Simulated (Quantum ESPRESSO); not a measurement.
The system is Tc.

```xyz
2
Lattice="2.7400 0.0000 0.0000 -1.3700 2.3729 0.0000 0.0000 0.0000 4.3980" Properties=species:S:1:pos:R:3 pbc="T T T"
Tc    1.3700    0.7910    3.2985
Tc    0.0000    1.5819    1.0995
```

- Program: Quantum ESPRESSO 7.5
- Task: single point
- Functional: PBEsol
- Potentials or basis: GBRV 1.5 PBEsol
- Cutoff: 612 eV
- Density cutoff: 4898 eV
- k mesh: 11 × 11 × 6
- Occupations: fermi-dirac, width 0.05 eV
- Spin: no spin polarisation

On this cell: pressure -7.0 GPa; largest force under 0.003 eV/Å; band gap on the k mesh none (metal or under the smearing width).

The same run follows on a disturbed copy (atoms moved at random, drawn with an rms of 0.05 Å):

```
Tc
1.0
     2.74000    0.00000    0.00000
    -1.37000    2.37291    0.00000
     0.00000    0.00000    4.39800
Tc
2
Direct
  0.64995 0.33009 0.74506
  0.34119 0.66573 0.26152
```

Q: What does the disturbed cell give?

A: The energy (extrapolated to zero smearing) moves by +4.1 meV/atom; pressure -6.3 GPa; largest force 0.223 eV/Å; band gap on the k mesh none (metal or under the smearing width).

Forces in eV/Å, atoms in the order of the input:
```
Tc   0.188  0.011  0.119
Tc  -0.188 -0.011 -0.119
```

Stress tensor (GPa, compression positive):
```
-6.46 -1.09  1.05
-1.09 -5.97  0.09
 1.05  0.09 -6.33
```
